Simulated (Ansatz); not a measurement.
# Hf2N: tests of the settings

An exercise on one series of results from a longer session: the logs are not shown, and one member is left open.

Method: DFT r2SCAN, scalar-relativistic, plane waves, PAW, in Ansatz 0.2.0.

2 further runs of the same task are left out: 2 for a known fault of the program.

### Starting point

Symmetry: P4_2/mnm, No. 136, tetragonal system. The conventional cell has a = 5.313 Å, b = 5.313 Å, c = 3.242 Å, α = 90.00°, β = 90.00°, γ = 90.00°. Around Hf (site symmetry m2m) lie 3 N at 2.22 to 2.23 Å. N (site symmetry mmm) is surrounded by 6 Hf at 2.22 to 2.23 Å.

As a file:

```
Hf N
1.0
     5.31312    0.00000    0.00000
     0.00000    5.31312    0.00000
     0.00000    0.00000    3.24210
Hf N
4 2
Direct
  0.29554 0.29554 0.00000
  0.70446 0.70446 0.00000
  0.79554 0.20446 0.50000
  0.20446 0.79554 0.50000
  0.00000 0.00000 0.00000
  0.50000 0.50000 0.50000
```

The structure comes from the Materials Project (structure only); it is used as listed.

The first run:

Contents of input.yaml:

```yaml
crystal:
  lattice:
    - [5.31312402, 0.0, 0.0]
    - [0.0, 5.31312402, 0.0]
    - [0.0, 0.0, 3.24209839]
  atoms:
    - { symbol: Hf, position: [0.29553637, 0.29553637, 0.0] }
    - { symbol: Hf, position: [0.70446363, 0.70446363, 0.0] }
    - { symbol: Hf, position: [0.79553637, 0.20446363, 0.5] }
    - { symbol: Hf, position: [0.20446363, 0.79553637, 0.5] }
    - { symbol: "N", position: [0.0, 0.0, 0.0] }
    - { symbol: "N", position: [0.5, 0.5, 0.5] }
basis:
  ecutwfc: 500
kpoints:
  mp_grid: { grid: [4, 4, 6] }
hamiltonian:
  xc: r2scan
scf:
  occupations: { method: gaussian, width: 0.1 }
output:
  forces: true
  stress: true
  eigenvalues: true
```

Run with:

```console
$ ansatz run input.yaml --threads 1 --pin off --max-ram 2560MiB --backend cpu --events-out ev --progress --plain --runs-dir out
```

Among the steps run: A first look at the start; Base run on a denser mesh; Plane-wave cutoff set to 150 eV; Plane-wave cutoff set to 200 eV; Plane-wave cutoff set to 250 eV; Plane-wave cutoff: 300 eV; Plane-wave cutoff: 350 eV; Plane-wave cutoff set to 380 eV; Plane-wave cutoff: 460 eV; Plane-wave cutoff set to 520 eV; Plane-wave cutoff set to 600 eV; Plane-wave cutoff: 700 eV; Plane-wave cutoff set to 850 eV.

One table of the session follows, with a row left open; its other results are not shown here.

It belongs to the step «What the plane-wave cutoff changes». 

| cutoff (eV) | ΔE (meV/atom) | pressure (GPa) | largest change of a force component (eV/Å) |
| --- | --- | --- | --- |
| 150 | 25982 | 8.58 | 0.063 |
| 200 | 5041 | 1.01 | 0.052 |
| 250 | 1042 | 0.01 | 0.012 |
| 300 | 165 | 1.32 | 0.006 |
| 350 | 28.2 | 1.38 | 0.000 |
| 380 | 11.1 | 1.50 | 0.001 |
| 460 | 2.41 | 1.45 | 0.000 |
| 500 | 1.91 | 1.44 | 0.000 |
| 520 | 1.72 | 1.44 | 0.000 |
| 600 | 1.04 | 1.43 | 0.000 |
| 700 | ? | ? | ? |
| 850 | 0.00 | 1.43 | 0.000 |

Estimate the missing values for cutoff (eV) = 700.

Worked estimate for «ΔE (meV/atom)». A straight line through the neighbours (600, 1.04) and (850, 0.00) gives 1.04 + (0.00 − 1.04) × (700 − 600) / (850 − 600) = 0.62; a parabola fitted to 3 rows on both sides gives 0.43.

As computed: ΔE (meV/atom): 0.48; pressure (GPa): 1.43; largest change of a force component (eV/Å): 0.000. In «ΔE (meV/atom)» the line misses by +0.14 and the parabola by -0.05.

Limits of these values: Warnings in the runs' records: cutoff below recommended.
